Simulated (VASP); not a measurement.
Runs of VASP 6.6.1 on C. The structure is cubic, space group Fd-3m (No. 227). Conventional cell: a = 3.567 Å, b = 3.567 Å, c = 3.567 Å, α = 90.00°, β = 90.00°, γ = 90.00°. Around C (site symmetry -43m) lie 4 C at 1.54 Å. This isn't the form of C at room conditions, which is graphite.

```tsv
task	level	potentials or basis	cell	k mesh	cutoff (eV)	mesh quality	gap on the mesh (eV)	pressure (GPa)	relaxed volume (Å³/atom)
relaxation of cell and atoms	PBEsol	VASP PAW PBE potentials, release 64 (C)	relaxed	4 × 4 × 4	600	coarse	4.35	0.0	5.63
relaxation of cell and atoms	PBE+D3(BJ)	VASP PAW PBE potentials, release 64 (C)	relaxed	12 × 12 × 12	600	not flagged	4.17	0.0	5.62
relaxation of cell and atoms	PBE	VASP PAW PBE potentials, release 64 (C)	relaxed	12 × 12 × 12	600	not flagged	4.14	0.0	5.69
relaxation of cell and atoms	PBEsol	VASP PAW PBE potentials, release 64 (C)	relaxed	12 × 12 × 12	600	not flagged	4.06	0.0	5.62
relaxation of cell and atoms	LDA	VASP PAW LDA potentials, release 64 (C)	relaxed	12 × 12 × 12	600	not flagged	(b)	-0.1	(a)
single point	PBEsol	VASP PAW PBE potentials, release 64 (C)	as given	12 × 12 × 12	520	not flagged	4.04	-3.8	-
relaxation of cell and atoms	PBEsol	VASP PAW PBE potentials, release 64 (C_s)	relaxed	12 × 12 × 12	480	not flagged	4.06	0.0	5.63
relaxation of cell and atoms	PBEsol	VASP PAW PBE potentials, release 64 (C)	relaxed	12 × 12 × 12	580	not flagged	4.06	0.0	5.62
relaxation of cell and atoms	RPBE	VASP PAW PBE potentials, release 64 (C)	relaxed	12 × 12 × 12	600	not flagged	4.11	0.0	5.77
```

Alike in all rows: no spin polarisation; smearing gaussian 0.02 eV.

Fill in the values left out.

(a) 5.52; (b) 4.19.

Caveats: some runs use coarse meshes; the PAW data sets were made with another functional, which shifts forces and pressure a little (some runs).

A k mesh can miss the band edges.

Not every run made on this cell is shown here.
